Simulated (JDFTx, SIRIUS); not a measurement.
W: 6 runs at one level of theory

```
W
1.0
    -1.58234    1.58234    1.58234
     1.58234   -1.58234    1.58234
     1.58234    1.58234   -1.58234
W
1
Cartesian
  0.0000 0.0000 0.0000
```

Alike in all runs: task single point; functional PBE; k mesh 12 × 12 × 12; occupations fermi-dirac, width 0.05 eV; no spin polarisation; no spin-orbit coupling. Pressure is positive in compression and, in plane waves, holds the error of the finite cutoff.

```csv
program and potentials,plane-wave cutoff (eV),notes,band gap (eV),pressure (GPa)
"SIRIUS, SG15 1.2 PBE (norm-conserving)",1102,28 valence electrons an atom on average,no gap,6.18
"SIRIUS, SSSP 1.3.0 PBE efficiency",828,14 valence electrons an atom on average,no gap,6.09
"SIRIUS, SPMS 1.0 PBE (norm-conserving)",1030,14 valence electrons an atom on average,no gap,5.93
"SIRIUS, GBRV 1.5 PBE (ultrasoft)",557,14 valence electrons an atom on average,no gap,2.74
"SIRIUS, PseudoDojo 0.5 PBE stringent (scalar relativistic)",1030,14 valence electrons an atom on average,no gap,5.88
"JDFTx, PseudoDojo-SR-PBE-0.4.1-standard with smoothed tails",1007,14 valence electrons an atom on average,no gap,5.89
```

None finds a gap. The pressure spans 2.74 (SIRIUS, GBRV 1.5 PBE (ultrasoft)) to 6.18 GPa (SIRIUS, SG15 1.2 PBE (norm-conserving)). The pressure on the cell as given of SIRIUS, GBRV 1.5 PBE (ultrasoft) lies far from the others; the cause wasn't traced.

Differences between rows come from potentials, basis sets and numerical settings, since the functional is the same but for its coding. Runs on potential files found faulty are left out.
